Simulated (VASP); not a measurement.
A run of VASP 6.6.1 is set up as follows.

INCAR

```
ALGO     = Fast           # electronic algorithm
EDIFF    = 1E-6           # SCF threshold, eV
EDIFFG   = -0.005         # ionic threshold
ENCUT    = 600            # plane-wave cutoff, eV
GGA      = PS             # functional
IBRION   = 2              # ionic algorithm
ISIF     = 3              # what is computed and relaxed
ISMEAR   = -1             # smearing method
IVDW     = 11             # dispersion correction
LASPH    = T              # aspherical terms in the spheres
LCHARG   = F              # write CHGCAR
LREAL    = F              # projectors in reciprocal space
LWAVE    = F              # write WAVECAR
NELM     = 100            # most SCF steps
NSW      = 40             # ionic steps
PREC     = Accurate       # precision mode
SIGMA    = 0.05           # smearing width, eV
```

KPOINTS

```
k-points
0
Gamma
  10 10 10
```

POSCAR

```
TiC
1.0
    3.0420900000      0.0000000000      0.0000000000
   -1.5210400000      2.6345200000      0.0000000000
    0.0000000000      0.0000000000      2.6979700000
Ti C
1 1
Direct
    0.0000000000      0.0000000000      0.5000000000
    0.3333300000      0.6666700000      0.0000000000
```

Potentials or basis: VASP PAW PBE potentials, release 64 (Ti_sv, C).

Command:

```console
$ cat potpaw_PBE.64/Ti_sv/POTCAR potpaw_PBE.64/C/POTCAR > POTCAR
$ mpirun -np 1 vasp_std > vasp.out
```

Problem. Estimate the band gap on the k mesh.

Solution. None (metal or under the smearing width).

Problem. Estimate the space group after relaxing (to 0.05 Å).

Solution. P-6m2 (No. 187).

Problem. What does it give for the relaxed volume?

Solution. 10.38 Å³/atom.

The path:
| step | energy change (eV) | largest force (eV/Å) | pressure (GPa) | volume (Å³) |
| --- | --- | --- | --- | --- |
| 1 | 0.0000 | 0.0001 | -8.83 | 21.62 |
| 2 | 0.0146 | 0.0000 | 12.67 | 19.81 |
| 3 | -0.0233 | 0.0001 | -0.15 | 20.81 |
| 4 | -0.0233 | 0.0001 | -0.05 | 20.79 |
| 5 | -0.0237 | 0.0000 | 0.06 | 20.77 |
| 6 | -0.0237 | 0.0000 | 0.07 | 20.75 |
| 7 | -0.0238 | 0.0000 | 0.06 | 20.76 |

Caveat: the PAW data sets were made with another functional, which shifts forces and pressure a little; pairwise dispersion overbinds metals, which lowers pressure and volume.
